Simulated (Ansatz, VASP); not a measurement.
# Ni: VASP beside Ansatz

File INCAR:

```
PREC = Accurate
ENCUT = 520
EDIFF = 1E-7
ISMEAR = -1
SIGMA = 0.05
LREAL = False
LASPH = True
NELM = 120
ALGO = Normal
ISIF = 2
LWAVE = False
LCHARG = False
ISPIN = 2
MAGMOM = 1
LORBIT = 11
LMAXMIX = 4
GGA = PE
NBANDS = 15
```

File KPOINTS:

```
Automatic mesh
0
Gamma
  13 13 13
```

POSCAR

```
Ni
1.0
    0.0000000000      1.7604383569      1.7604383569
    1.7604383569      0.0000000000      1.7604383569
    1.7604383569      1.7604383569      0.0000000000
Ni
1
Direct
    0.0000000000      0.0000000000      0.0000000000
```

File input.yaml:

```yaml
crystal:
  lattice:
    - [0.0, 1.7604383569, 1.7604383569]
    - [1.7604383569, 0.0, 1.7604383569]
    - [1.7604383569, 1.7604383569, 0.0]
  atoms:
    - { symbol: Ni, position: [0.0, 0.0, 0.0], spin: 1.0 }
hamiltonian:
  xc: pbe
  pseudopotentials: { kind: paw }
magnetization:
  spin_polarized: true
kpoints:
  mp_grid: { grid: [13, 13, 13] }
scf:
  occupations: { method: fermi_dirac, width: 0.05 }
output:
  forces: true
  stress: true
  eigenvalues: true
  write_density: true
  write_potential: true
  elf: true
  volumetric_format: npy
```

Change from the starting cell: volume scaled by 1.04.

Alike in both runs: task single point; functional PBE; k mesh 13 × 13 × 13; occupations fermi-dirac, width 0.05 eV; collinear spin, ferromagnetic start.

|  | VASP | Ansatz |
| --- | --- | --- |
| version | VASP 6.6.1 | Ansatz 0.2.0 |
| potentials or method | VASP PAW PBE potentials, release 64 (Ni) | Ansatz PAW |
| plane-wave cutoff (eV) | 520 | 420 |
| valence electrons in the cell | 10 | 18 |

```tsv
	VASP	Ansatz	Ansatz less VASP
gap on the k mesh at the Fermi level (eV)	none	none	-
pressure (GPa)	-0.5	-0.5	+0.02
net moment per atom (μB)	0.63	0.63	+0.007
size of the moment on the site where the two differ most (μB)	0.64	0.67	+0.033
```

Site moments also hang on the region over which each program counts them. A gap of «none» marks a metal or a gap that the smearing closes. The two sets of potentials don't hold the same shells in valence.
